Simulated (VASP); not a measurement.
Input of a VASP 6.6.1 run:

File INCAR:

```
SYSTEM = SnO2
PREC = Accurate
ENCUT = 520
EDIFF = 1E-7
ISMEAR = -1
SIGMA = 0.05
LREAL = .FALSE.
LASPH = .TRUE.
NELM = 60
ALGO = Normal
ISIF = 2
LWAVE = .FALSE.
LCHARG = .FALSE.
GGA = PE
NBANDS = 35
```

Contents of KPOINTS:

```
Automatic mesh
0
G
  6 6 8
  0 0 0
```

Contents of POSCAR:

```
SnO2
1.0
    4.7380000000      0.0000000000      0.0000000000
    0.0000000000      4.7380000000      0.0000000000
    0.0000000000      0.0000000000      3.1865000000
Sn O
2 4
Direct
    0.5000000000      0.5000000000      0.5000000000
    0.0000000000      0.0000000000      0.0000000000
    0.8071000000      0.1929000000      0.5000000000
    0.6929000000      0.6929000000      0.0000000000
    0.1929000000      0.8071000000      0.5000000000
    0.3071000000      0.3071000000      0.0000000000
```

Potentials or basis: VASP PAW PBE potentials, release 64 (Sn_d, O).

Run with:

```console
$ cat potpaw_PBE.64/Sn_d/POTCAR potpaw_PBE.64/O/POTCAR > POTCAR
$ mpirun -np 1 vasp_std > vasp.out
```

(1) What does it give for the pressure?

(2) What does it give for the largest force?

(3) What does it give for the band gap on the k mesh?

Answers

(1) 11.8 GPa.

(2) 0.294 eV/Å.

(3) 1.27 eV, direct.

Caveat: spin-orbit coupling is left out, which moves the levels of the heavy elements.
